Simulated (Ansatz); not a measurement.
The calculation used DFT PBE, scalar-relativistic, plane waves, PAW (Ansatz). Settings: cutoff 420 eV, Γ-centred meshes spaced at most about 0.3 Å⁻¹, and about 0.25 Å⁻¹ or finer for metals (2π included), Gaussian smearing. No spin polarisation.

These are static total energies at zero pressure.

Compare these two cells of Ga₂S, each relaxed at this level.

A.

```
CELL_PARAMETERS angstrom
2.19434 -3.01310 0.00000
2.19434 3.01310 0.00000
0.00000 0.00000 4.76209
ATOMIC_POSITIONS crystal
Ga 0.00000 0.50000 0.35222
Ga 0.50000 0.00000 0.64778
S 0.00000 0.00000 0.00000
```

B.

```
CELL_PARAMETERS angstrom
3.74731 0.00000 0.00000
-1.87365 3.24526 0.00000
0.00000 0.00000 4.95507
ATOMIC_POSITIONS crystal
Ga 0.66667 0.33333 0.68736
Ga 0.33333 0.66667 0.31264
S 0.00000 0.00000 0.00000
```

Question: Which would you expect to be lower, and how large is the difference?

Answer: A is lower, by 8 meV/atom. A has space group C222 (No. 21), 21.0 Å³/atom and no gap on its mesh; B has the anti-cadmium iodide type, space group P-3m1 (No. 164), 20.1 Å³/atom and no gap. Counting S atoms around Ga (those within 1.25 times the shortest such distance or 1.15 times the sum of covalent radii, 1.27 where that leaves under three), A has Ga 2 and B has Ga 3. The lower one is the more open, so pressure narrows the difference. In A, Ga is surrounded by 2 S at 2.51 Å and 2 Ga at 2.61 Å; S is surrounded by 4 Ga at 2.51 Å. In B, around Ga lie 3 S at 2.66 Å and 3 Ga at 2.85 Å; S has 6 Ga at 2.66 Å. Both come from invented guesses. The lowest form computed isn't among them: it has space group Cmme (No. 67), 23.8 Å³/atom and lies 67 meV/atom below the best shown.

For metals, differences of a few meV/atom aren't resolved. Cells relaxed within their symmetry can be saddle points. Some candidate types were left out of the draw beforehand, so a known form may be missing.
